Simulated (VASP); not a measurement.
Here is a VASP 6.6.1 calculation.

The input run.py:

```python
from ase import Atoms
from ase.calculators.vasp import Vasp
from ase.dft.bandgap import bandgap

atoms = Atoms(
    ['Ir'],
    cell=[[0.0, 1.9156, 1.9156], [1.9156, 0.0, 1.9156], [1.9156, 1.9156, 0.0]],
    scaled_positions=[[0.0, 0.0, 0.0]],
    pbc=True,
)
calc = Vasp(
    directory='calc',
    xc='pbesol',
    pp='PBE',
    setups='minimal',
    prec='Accurate',
    encut=500,
    ediff=1e-06,
    ismear=0,
    sigma=0.02,
    lreal=False,
    lasph=True,
    nelm=100,
    algo='Normal',
    isif=2,
    lwave=False,
    lcharg=False,
    kpts=[12, 12, 12],
    gamma=True,
)
atoms.calc = calc

print('energy (eV):', atoms.get_potential_energy())
print('free energy (eV):', atoms.get_potential_energy(force_consistent=True))
print('forces (eV/A):')
print(atoms.get_forces())
print('stress (eV/A^3, Voigt):', atoms.get_stress())
print('Fermi level (eV):', calc.get_fermi_level())
gap, top, bottom = bandgap(calc)
print('band gap (eV):', gap, 'from (spin, k, band)', top, 'to', bottom)
```

Potentials or basis: VASP PAW PBE potentials, release 64 (Ir).

Launch:

```console
$ python run.py
```

Task: What does it give for the band gap on the k mesh?

Result: None (metal or under the smearing width).

Task: Predict the pressure.

Result: 0.2 GPa.

Caveat: the PAW data sets were made with another functional, which shifts forces and pressure a little. Spin-orbit coupling is left out, which matters for the levels of Ir.
